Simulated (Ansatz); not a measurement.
**AlNi: a line through a two-coordinate scan**

One line of a two-coordinate grid on AlNi (Pm-3m, No. 221; 6 atoms in the cell): opening across the cut is varied, at slide along a1 + a2 (4.091 Å) = 0.250.

Method: DFT PBE, scalar-relativistic, plane waves, PAW, in Ansatz 0.2.0.

12 further runs of the same task are left out: 1 for a known fault of the program, 11 set aside as unsound or not needed.

### Step 1. Starting point

Symmetry: Pm-3m, No. 221, cubic system. Conventional cell: a = 2.893 Å, b = 2.893 Å, c = 2.893 Å, α = 90.00°, β = 90.00°, γ = 90.00°. Al (site symmetry m-3m) is surrounded by 8 Ni at 2.51 Å. Ni (site symmetry m-3m) has 8 Al at 2.51 Å as nearest neighbours.

As a file:

```
CELL_PARAMETERS angstrom
2.89272 0.00000 0.00000
0.00000 2.89272 0.00000
0.00000 0.00000 2.89272
ATOMIC_POSITIONS crystal
Al 0.00000 0.00000 0.00000
Ni 0.50000 0.50000 0.50000
```

It is the result of an earlier relaxation at this level (volume 12.10 Å³/atom; gap on the mesh: none (metal)).

### Step 2. Plan of the line

Rigid slide and opening across a plane, one cut a cell; the plane is (1 0 0) of the conventional cell, and the faces at the cut hold Ni and Al.

First coordinate, slide along a1 + a2 (4.091 Å): 12 values from 0.000 to 0.917, periodic. Second coordinate, opening across the cut: 7 values from −0.3 to 3.2 Å.

Nothing else is relaxed (rigid halves). Energies count from the perfect crystal. Points are written as (first, second).

### Step 3. Point (0.250, −0.3 Å)

The input, input.yaml:

```yaml
crystal:
  lattice:
    - [0.0, -2.8927237813, 0.0]
    - [0.0, 0.0, -2.8927237813]
    - [8.378171344, -0.7231809453, -0.7231809453]
  atoms:
    - { symbol: Al, position: [0.8057861244, -0.1942138756, 0.7768555023] }
    - { symbol: Al, position: [0.9784206805, -0.0215793195, 0.086317278] }
    - { symbol: Al, position: [0.8921034025, -0.1078965975, 0.4315863902] }
    - { symbol: Ni, position: [0.2626274854, 0.2626274854, 0.9494900584] }
    - { symbol: Ni, position: [0.4352620415, 0.4352620415, 0.2589518341] }
    - { symbol: Ni, position: [0.3489447634, 0.3489447634, 0.6042209463] }
basis:
  ecutwfc: 520.0
kpoints:
  mp_grid: { grid: [15, 15, 5] }
hamiltonian:
  xc: pbe
  pseudopotentials: { kind: paw, azcp: { folder: soft_1 } }
scf:
  occupations: { method: gaussian, width: 0.15 }
output:
  forces: true
  stress: true
  eigenvalues: true
```

The run is started by

```console
$ ansatz run input.yaml --threads 4 --pin off --max-ram 8192MiB --backend cpu --events-out ev --progress --plain --runs-dir out
```

The session goes on with these runs: the other points of the line.

**Question.** What will these runs give? Wanted: for each run, opening across the cut; energy; slope; pressure; largest force on an atom.

The runs gave:

```
opening across the cut (Å)  step  energy (mJ/m²)  slope (mJ/m² per Å)  pressure (GPa)  largest force on an atom (eV/Å)
                      −0.3     3           12829               −35972            31.4                             24.9
                       0.0     4            5258               −16135            13.2                             10.7
                       0.3     –            2274                −5056             2.6                              3.7
                       0.7     –            1647                  741            −3.8                              0.7
                       1.2     5            2485                 2050            −5.9                              1.0
                       2.0     6            3854                 1236            −5.5                              0.9
                       3.2     7            4642                  242            −4.1                              1.0
```

Energies count from the perfect crystal. Rows without a step come from runs not printed here or follow by symmetry. Slopes come from the forces (and the stress, where the cell changes), not from differences of energies.

**Reading.** The lowest point of the line is at 0.7 Å, 1647 mJ/m² from the zero. A fit to energies and slopes at the lowest point and its two neighbours puts the minimum at 0.61 Å, with a curvature of about 9600 mJ/m² per Å². The highest point computed, at −0.3 Å, lies 11182 mJ/m² above the lowest. This is one cut through a surface in two coordinates; the map's lowest point lies off it. A rigid map gives upper bounds: relaxing the other coordinates can only lower a point. Spin polarisation is off in the runs that give these values; a magnetic solution could lie lower. Where forces pass 15 eV/Å atoms stand far too close, the PAW spheres overlap strongly and those numbers are rough.
